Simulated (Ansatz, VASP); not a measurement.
KF: VASP beside Ansatz

File INCAR:

```
PREC     = Accurate       # precision mode
ENCUT    = 520            # plane-wave cutoff, eV
EDIFF    = 1E-6           # SCF threshold, eV
ISMEAR   = 0              # smearing method
SIGMA    = 0.05           # smearing width, eV
LREAL    = F              # projectors in reciprocal space
LASPH    = T              # aspherical terms in the spheres
NELM     = 60             # most SCF steps
ALGO     = Normal         # electronic algorithm
ISIF     = 2              # what is computed and relaxed
LWAVE    = F              # write WAVECAR
LCHARG   = F              # write CHGCAR
GGA      = PE             # functional
NBANDS   = 15             # bands
```

KPOINTS

```
Automatic mesh
0
Gamma
  8 8 8
```

File POSCAR:

```
KF
1.0
    0.0000000000      2.6735000000      2.6735000000
    2.6735000000      0.0000000000      2.6735000000
    2.6735000000      2.6735000000      0.0000000000
K F
1 1
Direct
   -0.0327286329      0.0327286329      0.0327286329
    0.5000000000      0.5000000000      0.5000000000
```

Input for Ansatz:

```yaml
crystal:
  lattice:
    - [0.0, 2.6735, 2.6735]
    - [2.6735, 0.0, 2.6735]
    - [2.6735, 2.6735, 0.0]
  atoms:
    - { symbol: K, position: [-0.0327286329, 0.0327286329, 0.0327286329] }
    - { symbol: F, position: [0.5, 0.5, 0.5] }
basis:
  ecutwfc: 420
kpoints:
  mp_grid: { grid: [8, 8, 8] }
hamiltonian:
  xc: pbe
scf:
  occupations: { method: gaussian, width: 0.05 }
output:
  forces: true
  stress: true
  eigenvalues: true
```

Change from the starting cell: all K atoms moved +0.175 Å, as atom 1 along Cartesian [1 0 0].

Alike in both runs: task single point; functional PBE; k mesh 8 × 8 × 8; occupations gaussian, width 0.05 eV; no spin polarisation.

|  | VASP | Ansatz |
| --- | --- | --- |
| version | VASP 6.6.1 | Ansatz 0.2.0 |
| potentials or method | VASP PAW PBE potentials, release 64 (K_sv, F) | scalar-relativistic, plane waves, PAW |
| plane-wave cutoff (eV) | 520 | 420 |
| valence electrons in the cell | 16 | 16 |

VASP gave:

| Quantity | Value |
| --- | --- |
| gap on the k mesh at the Fermi level (eV) | 6.16 |
| least direct gap on the mesh (eV) | 6.16 |
| pressure (GPa) | 1.8 |
| largest component of the traceless stress (GPa) | 1.11 |
| rms of the force components (eV/Å) | 0.190 |

Q: Estimate Ansatz's values.

A: gap on the k mesh at the Fermi level (eV): 6.18; least direct gap on the mesh (eV): 6.18; pressure (GPa): 1.8; largest component of the traceless stress (GPa): 1.07; rms of the force components (eV/Å): 0.182.

Atom by atom the forces differ by 0.008 eV/Å (rms over components).

A k mesh can miss the band edges.
